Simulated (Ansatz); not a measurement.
**ZrN: zone-centre modes at 15 GPa**

These are results of Ansatz, DFT PBEsol, scalar-relativistic, plane waves, PAW, not measurements. Settings: 420 eV plane-wave cutoff, Γ-centred 16×16×16 mesh, Fermi-Dirac smearing of 0.15 eV. No spin polarisation. Phonons by linear response, acoustic sum rule imposed.

The cell, relaxed at 15 GPa:
```yaml
crystal:
  lattice:
    - [0.00000, 2.23878, 2.23878]
    - [2.23878, 0.00000, 2.23878]
    - [2.23878, 2.23878, 0.00000]
  atoms:
    - { symbol: Zr, position: [0.00000, 0.00000, 0.00000] }
    - { symbol: N, position: [0.50000, 0.50000, 0.50000] }
```

In a metal, frequencies and elastic constants depend on the k mesh and the smearing, soft modes and shear constants most. Spin polarisation was left out, and a magnetic state may lie lower.

Optical modes at Γ; i marks an imaginary frequency:
| frequency (meV) | degeneracy |
| --- | --- |
| 68.0 | 3 |

All 3 optical modes at Γ are real: no displacement of atoms at fixed cell lowers the energy to second order. Strains and modes at other wave vectors aren't tested by this run.

Cost: 1 run of about 0.23 core-minutes, on AMD EPYC 9R45 (Zen 5) (shared hosts).